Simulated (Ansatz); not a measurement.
Runs of Ansatz 0.2.0 on Nb. It takes space group Fm-3m (No. 225, cubic). Conventional cell: a = 4.230 Å, b = 4.230 Å, c = 4.230 Å, α = 90.00°, β = 90.00°, γ = 90.00°. Nb (site symmetry m-3m) is surrounded by 12 Nb at 2.99 Å. This isn't the form of Nb at room conditions, which is bcc.

```csv
task,level,potentials or basis,spin,cell,k mesh,cutoff (eV),smearing,points for each segment of the path,other keys,mesh quality,gap on the mesh (eV),pressure (GPa)
band structure,RPBE,SSSP efficiency PAW,off,cell strained at random at fixed volume,11 × 11 × 11,544,fermi-dirac 0.025 eV,14,-,not flagged,none,1.0
single point,B3LYP+D3(BJ),PseudoDojo standard (PBE files),off,as given,7 × 7 × 7,1116,cold 0.001 eV,-,scf.occupations.method = cold; scf.occupations.width = 0.001,coarse,none,(a)
single point,PBE,Ansatz PAW,off,as given,11 × 11 × 11,420,fermi-dirac 0.05 eV,-,-,not flagged,none,-1.8
electrostatic potential,LDA,JTH PAW LDA,off,as given,11 × 11 × 11,1170,cold 0.1 eV,-,-,not flagged,none,-11.1
relaxation of cell and atoms,PBE,SSSP efficiency PAW,"collinear, ferromagnetic start",relaxed from: volume scaled by 1.25,11 × 11 × 11,544,cold 0.1 eV,-,-,not flagged,-,0.0
```

Problem. Estimate the missing entries.

Solution. (a) -13.1.

Caveats: some runs use coarse meshes; the potentials were made for another functional, which shifts forces and pressure (some runs); pairwise dispersion overbinds metals, which lowers pressure and volume (some runs); the thresholds are loose for stress (some runs); the plane-wave basis is chosen anew once the cell has moved, so the energies of steps on either side of that aren't comparable (some runs); the starting moments weren't kept (some runs).

A k mesh can miss the band edges, and the runs leave out spin-orbit coupling on Nb.

A gap of «none» marks a metal or a gap under the smearing width.
